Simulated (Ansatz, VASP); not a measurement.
## One calculation of Ag, two programs

File POSCAR:

```
Ag
1.0
    0.0000000000      2.0431000000      2.0431000000
    2.0431000000      0.0000000000      2.0431000000
    2.0431000000      2.0431000000      0.0000000000
Ag
1
Direct
    0.0000000000      0.0000000000      0.0000000000
```

File INCAR.step1:

```
SYSTEM = Ag
PREC     = Accurate       ! precision mode
ENCUT    = 520            ! plane-wave cutoff, eV
ISMEAR   = 0              ! smearing method
SIGMA    = 0.15           ! smearing width, eV
LREAL    = .FALSE.        ! projectors in reciprocal space
LASPH    = .TRUE.         ! aspherical terms in the spheres
NELM     = 100            ! most SCF steps
NBANDS   = 12             ! bands
GGA      = PE             ! functional
ALGO     = Normal         ! electronic algorithm
EDIFF    = 1E-4           ! SCF threshold, eV
LWAVE    = .TRUE.         ! write WAVECAR
LCHARG   = .FALSE.        ! write CHGCAR
```

The input INCAR.step2:

```
SYSTEM = Ag
PREC     = Accurate       ! precision mode
ENCUT    = 520            ! plane-wave cutoff, eV
EDIFF    = 1E-7           ! SCF threshold, eV
ISMEAR   = 0              ! smearing method
SIGMA    = 0.15           ! smearing width, eV
LREAL    = .FALSE.        ! projectors in reciprocal space
LASPH    = .TRUE.         ! aspherical terms in the spheres
NELM     = 100            ! most SCF steps
ALGO     = Normal         ! electronic algorithm
ISIF     = 2              ! what is computed and relaxed
LWAVE    = .FALSE.        ! write WAVECAR
LCHARG   = .TRUE.         ! write CHGCAR
METAGGA  = R2SCAN         ! meta-GGA
LMIXTAU  = .TRUE.       
LELF     = .TRUE.         ! ELF
LVHAR    = .TRUE.       
NBANDS   = 12             ! bands
ISTART   = 1
```

File KPOINTS:

```
regular mesh
0
G
  22 22 22
  0 0 0
```

Input for Ansatz:

```yaml
crystal:
  lattice:
    - [0.0, 2.0431, 2.0431]
    - [2.0431, 0.0, 2.0431]
    - [2.0431, 2.0431, 0.0]
  atoms:
    - { symbol: Ag, position: [0.0, 0.0, 0.0] }
basis:
  ecutwfc: 500
kpoints:
  mp_grid: { grid: [22, 22, 22] }
hamiltonian:
  xc: r2scan
scf:
  occupations: { method: gaussian, width: 0.15 }
output:
  forces: true
  stress: true
  eigenvalues: true
  write_density: true
  write_potential: true
  elf: true
  volumetric_format: npy
```

Alike in both runs: task single point; functional r2SCAN; k mesh 22 × 22 × 22; occupations gaussian, width 0.15 eV; no spin polarisation.

|  | VASP | Ansatz |
| --- | --- | --- |
| version | VASP 6.6.1 | Ansatz 0.2.0 |
| potentials or method | VASP PAW PBE potentials, release 64 (Ag) | scalar-relativistic, plane waves, PAW |
| plane-wave cutoff (eV) | 520 | 500 |
| valence electrons in the cell | 11 | 19 |

VASP gave:

```
gap on the k mesh at the Fermi level (eV) : none
pressure (GPa)                            : 1.6
```

Task: Which values does Ansatz return?

Result: gap on the k mesh at the Fermi level (eV): none; pressure (GPa): 1.4.

A gap of «none» marks a metal or a gap that the smearing closes. The functional is the same, so the differences come from potentials, cutoffs and numerics. The two sets of potentials don't hold the same shells in valence.

Caveats: the PAW data sets were made with another functional, which shifts forces and pressure a little (VASP).
